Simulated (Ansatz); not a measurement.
Consider the hydrogenolysis of a C–F bond: `CCOCCF` + H₂ → `CCOCC` + H–F.

Isolated molecules relaxed with PBE0-D4/def2-TZVP in Ansatz; ΔE leaves out vibrations. CCSD(T)/CBS is the MP2 limit (def2-TZVPP, def2-QZVPP) plus CCSD(T) − MP2 in def2-TZVPP, frozen cores. This one scheme is used for every species. Each species was taken in one conformer, which may not be the lowest.

```tsv
species	CCSD(T)/def2-TZVPP energy (Eh)
`CCOCCF`	-332.40261
H₂	-1.17233
`CCOCC`	-233.26939
H–F	-100.34454
```

Task: Work out ΔE.

Result: ΔE = (-233.26939) + (-100.34454) − (-332.40261) − (-1.17233) = -0.03899 Eh = -24.5 kcal/mol. CCSD(T)/CBS gives -25.1 kcal/mol.

Largest T1 diagnostic among the species: 0.010.

From r2SCAN to r2SCAN0 (25 % exact exchange), in def2-TZVPP and without D4, ΔE moves by −1.3 kcal/mol. At CCSD(T), def2-SVP lies +3.4 kcal/mol from the extrapolated value and def2-TZVPP +0.7 kcal/mol. In def2-TZVPP, CCSD(T) changes the Hartree–Fock value by −2.2 kcal/mol (the triples alone add +0.2 kcal/mol) and MP2 by −3.8 kcal/mol.
